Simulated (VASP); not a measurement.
# TaN (P-6m2) in VASP: a series of runs, part 2 of 2

VASP 6.6.1. The steps go on from the part before.

## 5. Relaxation of cell and atoms, PBE

Input file INCAR:

```
SYSTEM = TaN
PREC = Accurate
ENCUT = 900
EDIFF = 1E-6
ISMEAR = -1
SIGMA = 0.05
LREAL = .False.
LASPH = .True.
NELM = 100
ALGO = Normal
ISIF = 3
LWAVE = .False.
LCHARG = .False.
GGA = PE
IBRION = 2
NSW = 60
EDIFFG = -0.01
```

Input file KPOINTS:

```
regular mesh
0
Gamma
  10 10 9
  0 0 0
```

Input file POSCAR:

```
TaN
1.0
    2.9380011100      0.0000000000      0.0000000000
   -1.4690005500      2.5443836000      0.0000000000
    0.0000000000      0.0000000000      2.8830022100
Ta N
1 1
Direct
    0.3333333333      0.6666666667      0.5000000000
    0.0000000000      0.0000000000      0.0000000000
```

Potentials or basis: VASP PAW PBE potentials, release 54 (Ta, N).

Started as:

```bash
$ cat potpaw_PBE.54/Ta/POTCAR potpaw_PBE.54/N/POTCAR > POTCAR
$ mpirun -np 1 vasp_std > vasp.out
```

OUTCAR:

```text
SYSTEM = TaN
   PREC = Accurate
   ENCUT = 900
   EDIFF = 1E-6
   ISMEAR = -1
   LREAL = .False.
   LASPH = .True.
   NELM = 100
   ISIF = 3
   GGA = PE
   IBRION = 2
   NSW = 60
   EDIFFG = -0.01

 ion  position               nearest neighbor table
   1  0.333  0.667  0.500-   2 2.23   2 2.23   2 2.23   2 2.23   2 2.23   2 2.23
   2  0.000  0.000  0.000-   1 2.23   1 2.23   1 2.23   1 2.23   1 2.23   1 2.23

  LATTYP: Found a hexagonal cell.
 ALAT       =     2.9380011100
 C/A-ratio  =     0.9812801636

  Lattice vectors:

 A1 = (   2.9380011100,   0.0000000000,   0.0000000000)
 A2 = (  -1.4690005500,   2.5443836000,   0.0000000000)
 A3 = (   0.0000000000,   0.0000000000,   2.8830022100)

Analysis of symmetry for initial positions (statically):
=====================================================================
 Subroutine PRICEL returns:
 Original cell was already a primitive cell.

 Routine SETGRP: Setting up the symmetry group for a
 hexagonal supercell.

 Subroutine GETGRP returns: Found 12 space group operations
 (whereof 12 operations were pure point group operations)
 out of a pool of 24 trial point group operations.

The static configuration has the point symmetry D_3h.

Analysis of symmetry for dynamics (positions and initial velocities):
=====================================================================
 Subroutine PRICEL returns:
 Original cell was already a primitive cell.

 Routine SETGRP: Setting up the symmetry group for a
 hexagonal supercell.

 Subroutine GETGRP returns: Found 12 space group operations
 (whereof 12 operations were pure point group operations)
 out of a pool of 24 trial point group operations.

The dynamic configuration has the point symmetry D_3h.

 Subroutine INISYM returns: Found 12 space group operations
 (whereof 12 operations are pure point group operations),
 and found     1 'primitive' translations

[... 127 lines left out ...]
  energy-cutoff  :      900.00
  volume of cell :       21.55
 maximum number of plane-waves:      1340
 NGX is ok and might be reduce to    30
   NGX = 15   NGY = 15   NGZ = 15

--------------------------------------- Ionic step        1  -------------------------------------------

 number of electron      10.0000000 magnetization

 number of electron       9.9999999 magnetization

 Free energy of the ion-electron system (eV)
  ---------------------------------------------------
  ext. energy  EPLUGINS =         0.00000000
  ---------------------------------------------------
  free energy    TOTEN  =       -22.54719043 eV

  energy without entropy =      -22.54687494  energy(sigma->0) =      -22.54703268

------------------------ aborting loop because EDIFF is reached ----------------------------------------

  FORCE on cell =-STRESS in cart. coord.  units (eV):
  Direction    XX          YY          ZZ          XY          YZ          ZX
  --------------------------------------------------------------------------------------
  -------------------------------------------------------------------------------------
  Total        0.4787880      0.4787880      0.6523572      0.0000000      0.0000000      0.0000000
  in kB       35.5937982     35.5937982     48.4971865      0.0000001      0.0000000      0.0000000
  external PRESSURE =      39.8949276 kB  Pullay stress =       0.0000000 kB
[... 59 lines left out ...]
--------------------------------------- Ionic step        3  -------------------------------------------

 number of electron       9.9999999 magnetization

 Free energy of the ion-electron system (eV)
  ---------------------------------------------------
  ext. energy  EPLUGINS =         0.00000000
  ---------------------------------------------------
  free energy    TOTEN  =       -22.55019399 eV

  energy without entropy =      -22.54986810  energy(sigma->0) =      -22.55003105

 E-fermi :   8.4288     XC(G=0): -13.1138

 val. band max:        8.3049722418   @ k =   0.0000   0.0000   0.4444
 cond. band min:       8.5963412122   @ k =   0.0000   0.0000   0.3333
 fundamental gap:      0.2913689704
 Fermi energy:         8.4287844682

 k-point     1 :       0.0000    0.0000    0.0000
  band No.  band energies     occupation
      1      -9.3041      2.00000
      2       3.8747      2.00000
      3       3.8747      2.00000
      4       4.2133      2.00000
      5       5.4582      2.00000
      6      10.5218      0.00000
      7      11.8972      0.00000
      8      11.8972      0.00000
      9      12.2901      0.00000
[... 265 lines left out ...]
 k-point    24 :       0.4000    0.1000    0.1111
  band No.  band energies     occupation
      1      -7.1652      2.00000
      2       0.3979      2.00000
      3       3.0363      2.00000
      4       4.2421      2.00000
      5       6.1314      2.00000
      6      10.9088      0.00000
      7      11.9190      0.00000
      8      12.8208      0.00000
      9      14.0855      0.00000

 [... further k-points ...]
[... 5 lines left out ...]
  --------------------------------------------------------------------------------------
  -------------------------------------------------------------------------------------
  Total       -0.0101722     -0.0101722     -0.0033162     -0.0000000      0.0000000      0.0000000
  in kB       -0.7478840     -0.7478840     -0.2438127     -0.0000000      0.0000000      0.0000000
  external PRESSURE =      -0.5798602 kB  Pullay stress =       0.0000000 kB
[... 17 lines left out ...]
  FREE ENERGIE OF THE ION-ELECTRON SYSTEM (eV)
  ---------------------------------------------------
  free  energy   TOTEN  =       -22.5501939893 eV

  energy  without entropy=      -22.5498681026  energy(sigma->0) =      -22.55003105

 reached required accuracy - stopping structural energy minimisation
```

OSZICAR:

```text
N       E                     dE             d eps       ncg     rms          rms(c)
DAV:   1     0.345920510821E+02    0.34592E+02   -0.69785E+03  1260   0.159E+03
[... 23 lines left out ...]
DAV:   1    -0.225658042309E+02   -0.34096E-01   -0.51260E-01  1260   0.728E+00    0.161E+00
DAV:   2    -0.225520512341E+02    0.13753E-01   -0.86201E-02  1619   0.226E+00    0.971E-01
DAV:   3    -0.225506829685E+02    0.13683E-02   -0.49023E-03  1696   0.672E-01    0.504E-01
DAV:   4    -0.225501959171E+02    0.48705E-03   -0.84596E-04  1539   0.241E-01    0.325E-02
DAV:   5    -0.225501931954E+02    0.27217E-05   -0.34219E-05  1666   0.518E-02    0.185E-02
DAV:   6    -0.225501944250E+02   -0.12296E-05   -0.42917E-06  1384   0.239E-02    0.190E-03
DAV:   7    -0.225501939893E+02    0.43570E-06   -0.22384E-07   646   0.445E-03
   3 F= -.22550194E+02 E0= -.22550031E+02  d E =-.300356E-02
```

It took 29 s on 1 thread of Intel Xeon 6975P-C (Granite Rapids), shared host; peak memory 0.21 GiB.

What came out:

- Free energy: -22.5502 eV
- Relaxed volume: 10.90 Å³/atom
- Relaxed cell: a = 2.948 Å, b = 2.948 Å, c = 2.896 Å, α = 90.00°, β = 90.00°, γ = 120.00°
- Space group after relaxing (to 0.05 Å): P-6m2 (No. 187)
- Energy gained by relaxing: 1.5 meV/atom
- Ionic steps: 3
- Pressure after relaxing: -0.1 GPa
- Band gap on the k mesh: none (metal or under the smearing width)

The path:
```tsv
step	energy change (eV)	largest force (eV/Å)	pressure (GPa)	volume (Å³)
1	0.0000	0.0000	3.99	21.55
2	0.0155	0.0000	-9.27	22.40
3	-0.0030	0.0000	-0.06	21.79
```

Final structure:
```
Ta N
1.0
     2.94770    0.00000    0.00000
    -1.47385    2.55278    0.00000
     0.00000    0.00000    2.89597
Ta N
1 1
Direct
  0.33333 0.66667 0.50000
  0.00000 0.00000 0.00000
```

## 6. Overview

| potentials or basis | gap on the mesh (eV) | pressure (GPa) | relaxed volume (Å³/atom) |
| --- | --- | --- | --- |
| VASP PAW PBE potentials, release 64 (Ta_pv, N_h) | none | 0.0 | 10.93 |
| VASP PAW PBE potentials, release 64 (Ta_pv, N_s) | none | 0.0 | 10.95 |
| VASP PAW PBE potentials, release 54 (Ta_pv, N) | none | 0.0 | 10.95 |
| VASP PAW PBE potentials, release 54 (Ta, N) | none | -0.1 | 10.90 |

Alike in all rows: task relaxation of cell and atoms; level PBE; no spin polarisation; cell relaxed; k mesh 10 × 10 × 9; cutoff (eV) 900; smearing fermi-dirac 0.05 eV.

Caveats: the cutoff is under 1.25 times the usual one of these potentials, so pressure, stress and relaxed cells hold a basis-set (Pulay) error (some runs).

Total energies depend on the potentials used, so only differences within one code and one set of settings carry meaning.
